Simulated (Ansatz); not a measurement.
Hf:

```
Hf
1.0
    -1.80500    1.80500    1.80500
     1.80500   -1.80500    1.80500
     1.80500    1.80500   -1.80500
Hf
1
Direct
  0.00000 0.00000 0.00000
```

This isn't the form of Hf at room conditions, which is hcp.

```yaml
Program: Ansatz 0.2.0
Task: relaxation of cell and atoms
Functional: LDA
Potentials_or_basis: Ansatz PAW
Cutoff: "420 eV (not typed: the program's choice for these potentials)"
k_mesh: 10 × 10 × 10
Occupations: fermi-dirac, width 0.05 eV
Spin: no spin polarisation
```

At the start: volume 23.52 Å³/atom.

**Question.** Where does the relaxation end?

**Answer.** It ends after 5 steps and the volume is 20.42 Å³/atom (-13.2 %); space group Im-3m (No. 229, to 0.05 Å).

Step by step:
```csv
step,energy change (eV),largest force (eV/Å),volume (Å³)
1,0.0000,0.0000,23.52
2,-0.1350,0.0000,20.25
3,-0.1355,0.0000,20.45
4,-0.1355,0.0000,20.42
5,-0.1350,0.0000,20.42
```

Final structure:
```
Hf
1.0
    -1.72195    1.72195    1.72195
     1.72195   -1.72195    1.72195
     1.72195    1.72195   -1.72195
Hf
1
Cartesian
  0.0000 0.0000 0.0000
```

Caveat: the plane-wave basis is chosen anew once the cell has moved, so the energies of steps on either side of that aren't comparable; the volume moved by -13 % from the deposited cell, more than functionals usually miss; the PAW data sets come from PBE, with cores solved anew for the run's functional, which leaves a small shift of forces and pressure.
